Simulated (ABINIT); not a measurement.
TiAl3:

```
Ti Al
1.0
    -1.91111    1.91111    4.28067
     1.91111   -1.91111    4.28067
     1.91111    1.91111   -4.28067
Ti Al
1 3
Cartesian
  0.0000 0.0000 0.0000
  1.9111 0.0000 2.1403
  0.0000 1.9111 2.1403
  0.0000 0.0000 4.2807
```

The cell comes from a database or a generator and needn't be the stable form of this composition.

```yaml
Program: ABINIT 10.8.3 (patched build)
Task: relaxation of cell and atoms
Functional: RPBE
Potentials_or_basis: JTH PAW PBE v2.0
Cutoff: 490 eV
k_mesh: 6 × 6 × 6
Occupations: fermi-dirac, width 0.05 eV
Spin: no spin polarisation
```

At the start: pressure 4.2 GPa; volume 15.63 Å³/atom.

**Question.** How do energy, volume and symmetry change on relaxing?

**Answer.** Over 6 steps the energy falls by 7.8 meV/atom and the volume is 16.25 Å³/atom (+3.9 %); space group I4/mmm (No. 139, to 0.05 Å).

Step by step:
```csv
step,energy change (eV),largest force (eV/Å),pressure (GPa),volume (Å³)
1,0.0000,0.0000,4.22,62.54
2,-0.0176,0.0000,2.72,63.35
3,-0.0313,0.0000,0.12,64.90
4,-0.0313,0.0000,0.00,64.97
5,-0.0313,0.0000,0.00,64.98
6,-0.0313,0.0000,-0.01,64.98
```

Final structure:
```
Ti Al
1.0
    -1.93555    1.93555    4.33623
     1.93555   -1.93555    4.33623
     1.93555    1.93555   -4.33623
Ti Al
1 3
Cartesian
  0.0000 0.0000 0.0000
  1.9355 0.0000 2.1681
  0.0000 1.9355 2.1681
  0.0000 0.0000 4.3362
```

Caveat: the k mesh is coarse (spacing up to 0.39 Å⁻¹), so the values aren't converged; the PAW data sets were made with another functional, which shifts forces and pressure a little.
